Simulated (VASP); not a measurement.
Here is a VASP 6.6.1 calculation.

File INCAR:

```
  ALGO = Normal
  EDIFF = 1E-7
  EDIFFG = -0.01
  ENCUT = 600
  IBRION = 2
  ISIF = 2
  ISMEAR = 0
  LASPH = T
  LCHARG = F
  LREAL = F
  LWAVE = F
  NELM = 80
  NSW = 40
  PREC = Accurate
  SIGMA = 0.03
```

The input KPOINTS:

```
k-points
0
Gamma
  10 10 10
```

POSCAR

```
Si                                      
1.0
    0.0000000000      2.6463459833      2.6463459833
    2.6463459833      0.0000000000      2.6463459833
    2.6463459833      2.6463459833      0.0000000000
  Si            
     2
Direct
     0.7500000000000000    0.7500000000000000    0.7500000000000000
     0.5000000000000000    0.5000000000000000    0.5000000000000000
```

Potentials or basis: VASP PAW LDA potentials, release 64 (Si).

Launch:

```console
$ cat potpaw_LDA.64/Si/POTCAR > POTCAR
$ mpirun -np 1 vasp_std > vasp.out
```

(1) Predict the band gap on the k mesh.

Answers

(1) 0.34 eV, indirect (least direct gap 2.55 eV).

Caveat: the relaxation stopped at its first step, so nothing moved.
